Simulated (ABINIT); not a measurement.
Runs of ABINIT 10.8.3 (patched build) on Zn. Symmetry: Fm-3m, No. 225, cubic system. The conventional cell has a = 3.930 Å, b = 3.930 Å, c = 3.930 Å, α = 90.00°, β = 90.00°, γ = 90.00°. Zn (site symmetry m-3m) has 12 Zn at 2.78 Å as nearest neighbours. This isn't the form of Zn at room conditions, which is hcp.

```csv
level,gap on the mesh (eV),pressure (GPa)
r2SCAN,none,-4.7
AM05,none,-5.5
LDA,none,(b)
PBEsol,none,-5.4
BLYP,none,(a)
SCAN,none,-6.3
```

Alike in all rows: task band structure; potentials or basis JTH PAW PBE v2.0; no spin polarisation; cell as given; k mesh 12 × 12 × 12; cutoff (eV) 707; smearing fermi-dirac 0.05 eV.

**Question.** Fill in the values left out.

**Answer.** (a) 6.1; (b) -8.7.

Caveats: the PAW data sets were made with another functional, which shifts forces and pressure a little.

A gap of «none» marks a metal or a gap under the smearing width.
